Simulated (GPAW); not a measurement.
# HfO2 (Fm-3m) in GPAW: settings compared

Aim: see how the results for HfO2 move with the level of theory and the settings. Levels: revPBE, BLYP, r2SCAN, r2SCAN+D4+U. Tasks: band structure, density of states.

All numbers are computed with GPAW 26.7.0; they aren't measurements. Logs are shortened: lines on timing, memory, paths and dates and some standing lists are left out, and cuts for length are marked. The log counts tension as positive stress, the text compression.

### 1 The structure

The structure is cubic, space group Fm-3m (No. 225). The conventional cell has a = 5.115 Å, b = 5.115 Å, c = 5.115 Å, α = 90.00°, β = 90.00°, γ = 90.00°. Hf (site symmetry m-3m) has 8 O at 2.21 Å as nearest neighbours. O (site symmetry -43m) is surrounded by 4 Hf at 2.21 Å.

Measurements of this composition are mostly on another form, of space group No. 14.

### 2 Band structure, revPBE

The input, run.py:

```python
from ase import Atoms
from ase.dft.bandgap import bandgap
from ase.io import write
from ase.units import GPa
from gpaw import GPAW, PW

atoms = Atoms(['Hf', 'O', 'O'],
              cell=[[0.0, 2.5575, 2.5575],
                    [2.5575, 0.0, 2.5575],
                    [2.5575, 2.5575, 0.0]],
              scaled_positions=[[0.0, 0.0, 0.0],
                                [0.75, 0.75, 0.75],
                                [0.25, 0.25, 0.25]],
              pbc=True)

calc = GPAW(mode=PW(800),
            xc='revPBE',
            kpts={'size': (9, 9, 9), 'gamma': True},
            occupations={'name': 'fermi-dirac', 'width': 0.05},
            nbands=24,
            convergence={'density': 1e-05, 'energy': 1e-05},
            maxiter=150,
            txt='gpaw.txt')
atoms.calc = calc
energy = atoms.get_potential_energy()
forces = atoms.get_forces()
stress = atoms.get_stress()
calc.write('gs.gpw')
write('result.traj', atoms)
print(f'Energy: {energy:.6f} eV')
print('Forces (eV/A):')
print(forces.round(4))
print('Stress (GPa):', (stress / GPa).round(3))
print('Fermi level:', round(calc.get_fermi_level(), 4), 'eV')
print(f'Gap: {bandgap(calc)[0]:.4f} eV, direct: {bandgap(calc, direct=True)[0]:.4f} eV')

path = atoms.cell.bandpath('GXWKGLUWLK,UX', npoints=100, eps=1e-4)
bs_calc = calc.fixed_density(kpts=path, symmetry='off', nbands=35,
                             convergence={'bands': 'CBM+6.0', 'eigenstates': 1e-6}, txt='bands.txt')
bs = bs_calc.band_structure()
bs.write('bs.json')
print(f'Gap on the path: {bandgap(bs_calc)[0]:.4f} eV')
```

Potentials or basis: the program's PAW data sets (release 1.2.1) made for this functional, pw.

Command:

```console
$ OMP_NUM_THREADS=1 python run.py
```

gpaw.txt:

```text
__  _  _
 | _ |_)|_||  |
 |__||  | ||/\| - 26.7.0

Input parameters:
  mode=PW(ecut=800.0),
  convergence={'density': 1e-05, 'energy': 1e-05},
  kpts=MonkhorstPack(size=(9, 9, 9), gamma=True),
  maxiter=150,
  nbands=24,
  occupations=Occupations(name='fermi-dirac', width=0.05),
  xc=XC(name='revPBE')

Diagonalizing LCAO Hamiltonian
Converting LCAO to pw mode

                   O

           O

       Hf

Atoms  # Å, Bohr magnetons
|   | symbol |        x |        y |        z |    initial magnetic moments |
|---|--------|----------|----------|----------|-----------------------------|
| 0 |     Hf | 0.000000 | 0.000000 | 0.000000 | ( 0.0000,  0.0000,  0.0000) |
| 1 |      O | 3.836250 | 3.836250 | 3.836250 | ( 0.0000,  0.0000,  0.0000) |
| 2 |      O | 1.278750 | 1.278750 | 1.278750 | ( 0.0000,  0.0000,  0.0000) |

Unit cell  # Å
| periodic |        x |        y |        z |  lengths |    angles |
|----------|----------|----------|----------|----------|-----------|
|      yes | 0.000000 | 2.557500 | 2.557500 | 3.616851 | 60.000000 |
|      yes | 2.557500 | 0.000000 | 2.557500 | 3.616851 | 60.000000 |
|      yes | 2.557500 | 2.557500 | 0.000000 | 3.616851 | 60.000000 |

Number of symmetries: 48
Symmetry operations  # r_c * U_cc + t_c -> r_c
|    | kind |            matrix            |
|----|------|------------------------------|
|  0 |  σ   |  1, 0, 0,  1, 0,-1,  1,-1, 0 |
|  1 |  C2  |  1, 0, 0,  1,-1, 0,  1, 0,-1 |
|  2 |  E   |  1, 0, 0,  0, 1, 0,  0, 0, 1 |
|  3 |  σ   |  1, 0, 0,  0, 0, 1,  0, 1, 0 |
|  4 |  C4  |  1, 0,-1,  1, 0, 0,  1,-1, 0 |
|  5 |  S6  |  1, 0,-1,  1,-1, 0,  1, 0, 0 |
|  6 |  σ   |  1, 0,-1,  0, 1,-1,  0, 0,-1 |
|  7 |  C3  |  1, 0,-1,  0, 0,-1,  0, 1,-1 |
|  8 |  S6  |  1,-1, 0,  1, 0, 0,  1, 0,-1 |
|  9 |  C4  |  1,-1, 0,  1, 0,-1,  1, 0, 0 |
| 10 |  C3  |  1,-1, 0,  0,-1, 1,  0,-1, 0 |
| 11 |  σ   |  1,-1, 0,  0,-1, 0,  0,-1, 1 |
| 12 |  σ   |  0, 1, 0,  1, 0, 0,  0, 0, 1 |
| 13 |  C4  |  0, 1, 0,  0, 1,-1, -1, 1, 0 |
| 14 |  C3  |  0, 1, 0,  0, 0, 1,  1, 0, 0 |
| 15 |  S6  |  0, 1, 0, -1, 1, 0,  0, 1,-1 |
| 16 |  C2  |  0, 1,-1,  1, 0,-1,  0, 0,-1 |
| 17 |  σ   |  0, 1,-1,  0, 1, 0, -1, 1, 0 |
| 18 |  S4  |  0, 1,-1,  0, 0,-1,  1, 0,-1 |
| 19 |  C4  |  0, 1,-1, -1, 1, 0,  0, 1, 0 |
| 20 |  C3  |  0, 0, 1,  1, 0, 0,  0, 1, 0 |
| 21 |  σ   |  0, 0, 1,  0, 1, 0,  1, 0, 0 |
| 22 |  S6  |  0, 0, 1,  0,-1, 1, -1, 0, 1 |
| 23 |  C4  |  0, 0, 1, -1, 0, 1,  0,-1, 1 |
| 24 |  S4  |  0, 0,-1,  1, 0,-1,  0, 1,-1 |
| 25 |  C3  |  0, 0,-1,  0, 1,-1,  1, 0,-1 |
| 26 |  C2  |  0, 0,-1,  0,-1, 0, -1, 0, 0 |
| 27 |  S6  |  0, 0,-1, -1, 0, 0,  0,-1, 0 |
| 28 |  S4  |  0,-1, 1,  1,-1, 0,  0,-1, 0 |
| 29 |  C4  |  0,-1, 1,  0, 0, 1, -1, 0, 1 |
| 30 |  C2  |  0,-1, 1,  0,-1, 0,  1,-1, 0 |
| 31 |  σ   |  0,-1, 1, -1, 0, 1,  0, 0, 1 |
| 32 |  C3  |  0,-1, 0,  1,-1, 0,  0,-1, 1 |
| 33 |  S6  |  0,-1, 0,  0, 0,-1, -1, 0, 0 |
| 34 |  S4  |  0,-1, 0,  0,-1, 1,  1,-1, 0 |
| 35 |  C2  |  0,-1, 0, -1, 0, 0,  0, 0,-1 |
| 36 |  C2  | -1, 1, 0,  0, 1, 0,  0, 1,-1 |
| 37 |  S6  | -1, 1, 0,  0, 1,-1,  0, 1, 0 |
| 38 |  S4  | -1, 1, 0, -1, 0, 1, -1, 0, 0 |
| 39 |  C3  | -1, 1, 0, -1, 0, 0, -1, 0, 1 |
| 40 |  S6  | -1, 0, 1,  0, 0, 1,  0,-1, 1 |
| 41 |  C2  | -1, 0, 1,  0,-1, 1,  0, 0, 1 |
| 42 |  C3  | -1, 0, 1, -1, 1, 0, -1, 0, 0 |
| 43 |  S4  | -1, 0, 1, -1, 0, 0, -1, 1, 0 |
| 44 |  C2  | -1, 0, 0,  0, 0,-1,  0,-1, 0 |
| 45 |  i   | -1, 0, 0,  0,-1, 0,  0, 0,-1 |
| 46 |  σ   | -1, 0, 0, -1, 1, 0, -1, 0, 1 |
| 47 |  C2  | -1, 0, 0, -1, 0, 1, -1, 1, 0 |

BZ-sampling:
  Number of BZ points: 729
  Number of IBZ points: 35

  Monkhorst-Pack size: [9, 9, 9]
  Monkhorst-Pack shift: [0, 0, 0]

K-points  # in reciprocal-cell coordinates
|     |                                coordinates |     weight |
|-----|--------------------------------------------|------------|
|   0 | (  0.00000000,   0.00000000,   0.00000000) | 0.00137174 |
|   1 | (  0.11111111,   0.11111111,   0.00000000) | 0.00823045 |
|   2 | (  0.11111111,   0.11111111,   0.11111111) | 0.01097394 |
|   3 | (  0.22222222,   0.11111111,   0.11111111) | 0.01646091 |
|   4 | (  0.22222222,   0.22222222,   0.00000000) | 0.00823045 |
|   5 | (  0.22222222,   0.22222222,   0.11111111) | 0.03292181 |
|   6 | (  0.22222222,   0.22222222,   0.22222222) | 0.01097394 |
|   7 | (  0.33333333,   0.22222222,   0.11111111) | 0.03292181 |
|   8 | (  0.33333333,   0.22222222,   0.22222222) | 0.03292181 |
|   9 | (  0.33333333,   0.33333333,  -0.33333333) | 0.01646091 |
| ... |                                            |            |
|  34 | (  0.44444444,   0.44444444,   0.44444444) | 0.01097394 |

Plane wave coefficients: 1759
Cutoff: 800.0 eV

Spin-components: 1 (collinear spins)
Bands:           24
Projectors:      16
Spin-degeneracy: 2
Datatype:        complex128

Parallelization:
  kpt:    1
  domain: 1
  band:   1

Density:
  Valence electrons: 24.0
  Components: 1
  Grid points: [24 24 24]
  Charge: 0.0  # |e|

Potential:
  Grid points: [24 24 24]

species:
  Hf:
    name:    Hafnium
    Z:       72.0
    valence: 12
    core:    60
    charge:  0.0  # [|e|]
    compensation charges:
      type: gauss
      rc: 0.41  # [Å]
      lmax: 2
    cutoffs:
      filter: 2.36  # [Å]
      core: 4.02  # [Å]
    projectors
    | kind |    occ | energy [eV] | rcut [Å] |
    |------|--------|-------------|----------|
    |   5s |  2.000 |     -66.818 |    1.397 |
    |   6s |  2.000 |      -5.050 |    1.397 |
    |   5p |  6.000 |     -35.584 |    1.307 |
    |   6p |  0.000 |      -1.383 |    1.307 |
    |   5d |  2.000 |      -2.651 |    1.334 |
    |    d |        |      24.560 |    1.334 |

    Using partial waves for Hf as LCAO basis

  O:
    name:    Oxygen
    Z:       8.0
    valence: 6
    core:    2
    charge:  0.0  # [|e|]
    compensation charges:
      type: gauss
      rc: 0.21  # [Å]
      lmax: 2
    cutoffs:
      filter: 1.17  # [Å]
      core: 0.83  # [Å]
    projectors
    | kind |    occ | energy [eV] | rcut [Å] |
    |------|--------|-------------|----------|
    |   2s |  2.000 |     -23.998 |    0.688 |
    |   2p |  4.000 |      -8.969 |    0.598 |
    |    s |        |       3.214 |    0.688 |
    |    p |        |      18.243 |    0.598 |
    |    d |        |       0.000 |    0.619 |

    Using partial waves for O as LCAO basis

Reference energy: -413980.185065  # eV

eigensolver:
  PPCG
  Converge bands: occupied
  niter=2

density mixing:
  MSR1-Mixer
  Pratt-step length: 0.05
  Maximum mixing coefficient: 0.75
  Old densities: 10
  SVD Regularization: 0.005
  Good broyden scale: 1.0
  Trust region scale: 1.0
  Backstep threshold: 4.0
  History deletion threshold: 6.0
  Fourier metric: weight=20.0, sigma=0.015

occupation numbers:
  Fermi-Dirac:
    width: 0.0500  # eV

poisson solver:
  ecut: 6400.0  # eV

xc functional:
  name: revPBE with 2 nearest neighbor stencil

convergence criteria:
- Maximum integral of absolute [dens]ity change: 1e-05 electrons / valence electron
- Maximum [total energy] change in last 3 cyles: 1e-05 eV / valence electron
- Maximum integral of absolute [eigenst]ate change: 4e-08 eV^2 / valence electron
maximum number of iterations: 150

SCF iterations
|iter     | |      energy | eigst |  dens |
|---------|-|-------------|-------|-------|
|iter:   1| |  -31.020620 | +0.05 |       |
|iter:   2| |  -29.888374 | -2.16 | -0.80 |
|iter:   3| |  -26.947053 | -1.09 | -0.86 |
|iter:   4| |  -26.953082 | -2.64 | -1.45 |
|iter:   5| |  -26.972138 | -3.05 | -1.70 |
|iter:   6| |  -26.971824 | -4.95 | -2.76 |
|iter:   7| |  -26.971887 | -5.62 | -3.25 |
|iter:   8| |  -26.971897c| -6.69 | -3.72 |
|iter:   9| |  -26.971897c| -8.35c| -4.54 |
|iter:  10| |  -26.971897c| -7.74c| -5.15c|

Converged in 10 steps
Energy contributions relative to reference atoms: (reference = -413980.185065)

Energy contributions:
  Kinetic:          21.797582
  Coulomb:         -25.913291
  Zero:              0.310636
  External:          0.000000
  Xc:              -23.166824
  Entropy:          -0.000000
  Spinorbit:         0.000000
  ----------------------------
  Free energy:     -26.971897
  Extrapolated:    -26.971897

dipole moment: (-18.614791, -18.614791, -18.614791)  # |e|*Ang

Fermi level: 9.205
Eigenvalues  # (at kpt = [0.000, 0.000, 0.000])
| band index |      eig [eV] | occ [0-2] |
|------------|---------------|-----------|
|          0 |       -53.015 |     2.000 |
|        ... |               |           |
|          4 |       -10.374 |     2.000 |
|          5 |        -7.500 |     2.000 |
|          6 |         3.040 |     2.000 |
|          7 |         3.040 |     2.000 |
|          8 |         3.040 |     2.000 |
|          9 |         7.629 |     2.000 |
[... 8 lines left out ...]
|         18 |        22.320 |     0.000 |
|         19 |        22.320 |     0.000 |
|        ... |               |           |
|         23 |        32.670 |     0.000 |

Gap: 3.905 eV
Transition (v -> c):
  (s=0, k=29, n=11, [0.44, 0.44, -0.11]) -> (s=0, k=0, n=12, [0.00, 0.00, 0.00])
Direct/indirect transitions are different
Direct gap: 4.021 eV
Transition at: (s=0, k=29, n=11, [0.44, 0.44, -0.11])

Forces  # eV/Ang
|        x |       y |        z |
|----------|---------|----------|
|  0.00000 | 0.00000 |  0.00000 |  # Hf   0
| -0.00000 | 0.00000 | -0.00000 |  # O    1
| -0.00000 | 0.00000 |  0.00000 |  # O    2

Stress tensor  # eV/Ang^3
|         x |         y |         z |
|-----------|-----------|-----------|
| -0.007663 | -0.000000 | -0.000000 |
| -0.000000 | -0.007663 |  0.000000 |
| -0.000000 |  0.000000 | -0.007663 |

# Writing to gs.gpw (mode='')
```

Wall time 81 s (1 thread of Arm Neoverse V1, shared host); peak memory 0.35 GiB.

What came out:

| Quantity | Value |
| --- | --- |
| Free energy | -26.9719 eV |
| Pressure | 1.2 GPa |
| Band gap on the k mesh | 3.91 eV, indirect (least direct gap 4.02 eV) |
| Band gap along the path | 3.81 eV, direct |

Levels at the corners of the path, in eV from the valence-band top:
```
point  band 8  band 9  band 10  band 11  band 12  band 13  band 14  band 15  band 16  band 17
    Γ   -5.19   -5.19    -0.60    -0.60    -0.60     3.86     3.86     5.76    10.05    10.05
    X   -3.42   -3.42    -1.49    -1.49     0.00     3.81     5.39     6.38     7.90     7.90
    W   -4.93   -2.52    -2.52    -1.36    -0.20     4.77     5.07     6.83     6.83     8.04
    K   -3.94   -3.29    -2.18    -1.30    -0.33     4.30     5.32     6.67     7.28     8.17
    Γ   -5.19   -5.19    -0.60    -0.60    -0.60     3.86     3.86     5.76    10.05    10.05
    L   -4.17   -3.00    -2.67    -1.82    -1.82     4.55     4.55     6.71     9.07     9.07
    U   -3.94   -3.29    -2.18    -1.30    -0.33     4.30     5.32     6.67     7.28     8.17
    W   -4.93   -2.52    -2.52    -1.36    -0.20     4.77     5.07     6.83     6.83     8.04
    L   -4.17   -3.00    -2.67    -1.82    -1.82     4.55     4.55     6.71     9.07     9.07
    K   -3.94   -3.29    -2.18    -1.30    -0.33     4.30     5.32     6.67     7.28     8.17
    U   -3.94   -3.29    -2.18    -1.30    -0.33     4.30     5.32     6.67     7.28     8.17
    X   -3.42   -3.42    -1.49    -1.49     0.00     3.81     5.39     6.38     7.90     7.90
```

Caveat: spin-orbit coupling is left out, which moves the levels of the heavy elements; the mesh misses the band edges, which the band path finds closer together.

### 3 Band structure, BLYP

run.py: that of step 2 with these lines changed.

```diff
@@ -1,18 +1,12 @@
-from ase import Atoms
 from ase.dft.bandgap import bandgap
-from ase.io import write
+from ase.io import read, write
 from ase.units import GPa
-from gpaw import GPAW, PW
+from gpaw import GPAW, PW, setup_paths
 
-atoms = Atoms(['Hf', 'O', 'O'],
-              cell=[[0.0, 2.5575, 2.5575],
-                    [2.5575, 0.0, 2.5575],
-                    [2.5575, 2.5575, 0.0]],
-              scaled_positions=[[0.0, 0.0, 0.0],
-                                [0.75, 0.75, 0.75],
-                                [0.25, 0.25, 0.25]],
-              pbc=True)
+setup_paths.insert(0, '.')
+
+atoms = read('POSCAR')
 
 calc = GPAW(mode=PW(800),
-            xc='revPBE',
+            xc='BLYP',
             kpts={'size': (9, 9, 9), 'gamma': True},
@@ -21,2 +15,3 @@
             convergence={'density': 1e-05, 'energy': 1e-05},
+            eigensolver='davidson',
             maxiter=150,
```

The input, POSCAR:

```
HfO2
1.0
    0.0000000000      2.5575000000      2.5575000000
    2.5575000000      0.0000000000      2.5575000000
    2.5575000000      2.5575000000      0.0000000000
Hf O
1 2
Direct
    0.0000000000      0.0000000000      0.0000000000
    0.7500000000      0.7500000000      0.7500000000
    0.2500000000      0.2500000000      0.2500000000
```

Potentials or basis: PAW data sets generated in the run's folder for this functional, pw.

Command:

```console
$ gpaw-setup -f BLYP Hf O
$ OMP_NUM_THREADS=1 python run.py
```

It took 76 s on 1 thread of Arm Neoverse V1, shared host; peak memory 0.34 GiB.

Results (log left out):

```
Free energy             : -26.8043 eV
Pressure                : 2.1 GPa
Band gap on the k mesh  : 3.89 eV, indirect (least direct gap 4.02 eV)
Band gap along the path : 3.81 eV, direct
```

Levels at the corners of the path, in eV from the valence-band top:
| point | band 9 | band 10 | band 11 | band 12 | band 13 | band 14 | band 15 | band 16 |
| --- | --- | --- | --- | --- | --- | --- | --- | --- |
| Γ | -5.14 | -0.59 | -0.59 | -0.59 | 3.84 | 3.84 | 5.93 | 10.00 |
| X | -3.36 | -1.49 | -1.49 | 0.00 | 3.81 | 5.33 | 6.40 | 7.87 |
| W | -2.48 | -2.48 | -1.36 | -0.20 | 4.76 | 5.02 | 6.84 | 6.84 |
| K | -3.23 | -2.16 | -1.28 | -0.32 | 4.29 | 5.27 | 6.69 | 7.28 |
| Γ | -5.14 | -0.59 | -0.59 | -0.59 | 3.84 | 3.84 | 5.93 | 10.00 |
| L | -2.95 | -2.61 | -1.77 | -1.77 | 4.50 | 4.50 | 6.71 | 9.03 |
| U | -3.23 | -2.16 | -1.28 | -0.32 | 4.29 | 5.27 | 6.69 | 7.28 |
| W | -2.48 | -2.48 | -1.36 | -0.20 | 4.76 | 5.02 | 6.84 | 6.84 |
| L | -2.95 | -2.61 | -1.77 | -1.77 | 4.50 | 4.50 | 6.71 | 9.03 |
| K | -3.23 | -2.16 | -1.28 | -0.32 | 4.29 | 5.27 | 6.69 | 7.28 |
| U | -3.23 | -2.16 | -1.28 | -0.32 | 4.29 | 5.27 | 6.69 | 7.28 |
| X | -3.36 | -1.49 | -1.49 | 0.00 | 3.81 | 5.33 | 6.40 | 7.87 |

Caveat: spin-orbit coupling is left out, which moves the levels of the heavy elements.

(Part 1 of 2 ends here.)
